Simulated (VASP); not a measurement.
The system is CoO.

```
Co O
1.0
     0.00000    2.13150    2.13150
     2.13150    0.00000    2.13150
     2.13150    2.13150    0.00000
Co O
1 1
Direct
  0.00000 0.00000 0.00000
  0.50000 0.50000 0.50000
```

Base run:

| Item | Value |
| --- | --- |
| Program | VASP 6.6.1 |
| Functional | PBE |
| Potentials or basis | VASP PAW PBE potentials, release 64 (Co, O) |
| Cutoff | 520 eV |
| k mesh | 11 × 11 × 11 |
| Occupations | fermi-dirac, width 0.05 eV |
| Spin | collinear spin, ferromagnetic start |
| Starting moments | [2.0, 0.0] μB |

Its results: band gap on the k mesh none (metal or under the smearing width); pressure -2.4 GPa; net moment 2.90 μB per cell; site moments Co +2.55; O +0.29 μB.

Task: The run is repeated on the same cell with these changes: functional from PBE to PBEsol. What comes out?

Result: Band gap on the k mesh none (metal or under the smearing width); pressure -11.3 GPa; net moment 2.94 μB per cell; site moments Co +2.57; O +0.32 μB.

PBEsol binds more tightly than PBE, so the same cell stands under less pressure.

Caveats: a cell with one magnetic atom can't hold antiferromagnetic order, which such compounds often take; semilocal functionals often make such compounds metallic where correlation or magnetic order opens a gap, which also shifts bond lengths; the PAW data sets were made with another functional, which shifts forces and pressure a little (some runs).

Not every run made on this cell is shown here.
